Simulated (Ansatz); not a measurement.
# Computed scan of one atom of the cell: BaSnO3 (cubic perovskite)

Starting cell, BaSnO3 (cubic perovskite):

```xyz
5
Lattice="4.1313 0.0000 0.0000 0.0000 4.1313 0.0000 0.0000 0.0000 4.1313" Properties=species:S:1:pos:R:3 pbc="T T T"
Ba     0.0000     0.0000     0.0000
Sn     2.0656     2.0656     2.0656
O      0.0000     2.0656     2.0656
O      2.0656     2.0656     0.0000
O      2.0656     0.0000     2.0656
```

In this cell atom 2 (Sn, nearest neighbour O at 2.066 Å; its periodic images, 4.1 Å or more away, move with it) is moved by s along Cartesian z, unit vector (0.000, 0.000, 1.000); all other atoms and the cell stay fixed.

Calculation: r2SCAN (plane waves to 500 eV, PAW, scalar-relativistic; Ansatz, a first-principles code). k mesh 7×7×7 (Γ-centred), Fermi-Dirac smearing 0.05 eV. The energy includes the smearing's −TS. Compression counts positive. Left out: 2 of 11 points, with atoms too close for the PAW data. F∥ is the force on the atom along that direction. BaSnO3 was relaxed with its symmetry unable to fall. ΔE is measured from the undisplaced structure.

```
s (Å)   ΔE (eV/cell)  P (GPa)  F∥ (eV/Å)
------  ------------  -------  ---------
-0.496         4.140     26.4     25.509
-0.372         1.816     13.2     13.136
-0.248         0.657      5.3      6.234
-0.124         0.143      1.3      2.421
0.000          0.000      0.0      0.000
0.124          0.143      1.3     -2.421
0.248          0.657      5.3     -6.234
0.372          1.816     13.2    -13.136
0.496          4.140     26.4    -25.509
```

Summary:

| Quantity | Value |
|---|---|
| Energy at s = 0.496 Å | 4140 meV/cell |
| Force along the line at s = -0.496 Å | 25.5 eV/Å |
| Symmetry of the curve | even: the same for both signs |
| Shape of the curve | a single well with its minimum at or next to zero displacement |
| Force constant k = d²E/ds² at s = 0 (finite differences) | 17.7 eV/Å² |
| Harmonic estimate at the end of the scan | ½ks² = 2171 meV/cell against the computed 4140 meV/cell, so the well is stiffer than harmonic there |

(A displaced cell: forces are minus the slopes of the energy, force constants its curvatures, and phonons follow from these.)
